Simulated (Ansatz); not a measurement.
# WS2 (Tungstenite): a relaxation

Aim: a sound relaxation of WS2 (Tungstenite). The structure is shown as the input types it.

Computed with Ansatz 0.2.0 (DFT, PBEsol, PAW with Ansatz's default frozen-core files, scalar-relativistic; relaxation of cell and atoms, unless a step's input says otherwise).

## (1) The system as given

The structure is trigonal, space group R3m (No. 160). The conventional cell has a = 3.148 Å, b = 3.148 Å, c = 19.111 Å, α = 90.00°, β = 90.00°, γ = 120.00°. W (site symmetry 3m) is surrounded by 6 S at 2.40 Å. S (site symmetry 3m) has 3 W at 2.40 Å in its first shell of neighbours.

Structure file:

```cif
data_structure
_symmetry_space_group_name_H-M 'P 1'
_symmetry_Int_Tables_number 1
_cell_length_a 6.6244
_cell_length_b 6.6244
_cell_length_c 6.6244
_cell_angle_alpha 27.487
_cell_angle_beta 27.487
_cell_angle_gamma 27.487
_cell_volume 54.66
loop_
_atom_site_label
_atom_site_type_symbol
_atom_site_fract_x
_atom_site_fract_y
_atom_site_fract_z
_atom_site_occupancy
W1 W 0.99933 0.99933 0.99933 1
S1 S 0.74797 0.74797 0.74797 1
S2 S 0.58401 0.58401 0.58401 1
```

## (2) The run

input.yaml

```yaml
crystal:
  lattice:
    - [1.57381014218, 0.90863970924, 6.37024361322]
    - [-1.57381014218, 0.90863970924, 6.37024361322]
    - [0.0, -1.81727941848, 6.37024361322]
  atoms:
    - { symbol: W, position: [-0.000671518429, -0.000671518429, -0.000671518429] }
    - { symbol: S, position: [0.747965417195, 0.747965417195, 0.747965417195] }
    - { symbol: S, position: [0.584006101234, 0.584006101234, 0.584006101234] }
kpoints:
  mp_grid: { grid: [8, 8, 8] }
scf:
  occupations: { method: fixed }
hamiltonian:
  xc: pbesol
  pseudopotentials: { kind: paw }
relax:
  f_tol: 0.002
  max_steps: 80
  cell: { p_target: -2 }
output:
  forces: true
  stress: true
```

The run is started by

```console
> ansatz run input.yaml --threads 1 --pin off --max-ram 3072MiB --backend cpu --events-out ev --progress --plain --runs-dir out
```

What happens when this is run?

The relaxation ended unconverged: on a basis chosen afresh at the relaxed cell, the thresholds were not met. Its message: «variable-cell relaxation did not converge after 80 `relax_step` rows, as none of its last 5 fresh-basis SCF(s) at a relaxed cell met both thresholds with a finite energy. The last misses `relax.f_tol` and `relax.cell.stress_tol`: largest allowed force component 1.28e-2 eV/Å (`relax.f_tol` 2.00e-3 eV/Å) ...»

The basis is not complete enough for the result to survive a new choice of plane waves at the relaxed cell.

Remedy: raise the cutoff.
